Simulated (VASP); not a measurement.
Crystal: Te2Pt.

```
CELL_PARAMETERS angstrom
4.01000 0.00000 0.00000
-2.00500 3.47276 0.00000
0.00000 0.00000 5.20100
ATOMIC_POSITIONS crystal
Te 0.33333 0.66667 0.25000
Te 0.66667 0.33333 0.75000
Pt 0.00000 0.00000 0.00000
```

* Program: VASP 6.6.1
* Task: relaxation of cell and atoms
* Functional: rev-vdW-DF2
* Potentials or basis: VASP PAW PBE potentials, release 64 (Te, Pt)
* Cutoff: 600 eV
* k mesh: 12 × 12 × 7
* Occupations: methfessel-paxton, width 0.1 eV
* Spin: no spin polarisation

At the start: pressure 7.3 GPa; volume 24.14 Å³/atom.

Task: Where does the relaxation end?

Result: Over 15 steps the energy falls by 41.9 meV/atom and the volume is 25.04 Å³/atom (+3.7 %); space group P-3m1 (No. 164, to 0.05 Å).

The path:
```
step  energy change (eV)  largest force (eV/Å)  pressure (GPa)  volume (Å³)
   1              0.0000                1.1277            7.25        72.43
   2              0.1506                0.7650           -8.56        84.50
   3             -0.1144                0.2157           -0.55        76.83
   4             -0.1145                0.2396           -0.36        76.69
   5             -0.1145                0.2547           -0.21        76.60
   6             -0.1199                0.1763           -0.09        76.25
   7             -0.1232                0.0601            0.12        75.68
   8             -0.1241                0.0068           -0.38        75.83
   9             -0.1242                0.0118           -0.42        75.85
  10             -0.1248                0.0099           -0.37        75.67
  11             -0.1257                0.0071           -0.09        75.16
  12             -0.1257                0.0073           -0.06        75.11
  13             -0.1257                0.0071           -0.05        75.12
  14             -0.1257                0.0070           -0.06        75.14
  15             -0.1258                0.0008            0.00        75.11
```

Final structure:
```
Te Pt
1.0
     4.07206    0.00000    0.00000
    -2.03603    3.52651    0.00000
     0.00000    0.00000    5.23055
Te Pt
2 1
Cartesian
  0.0000 2.3510 1.3703
  2.0360 1.1755 3.8602
  0.0000 0.0000 0.0000
```

Caveat: the PAW data sets were made with another functional, which shifts forces and pressure a little.
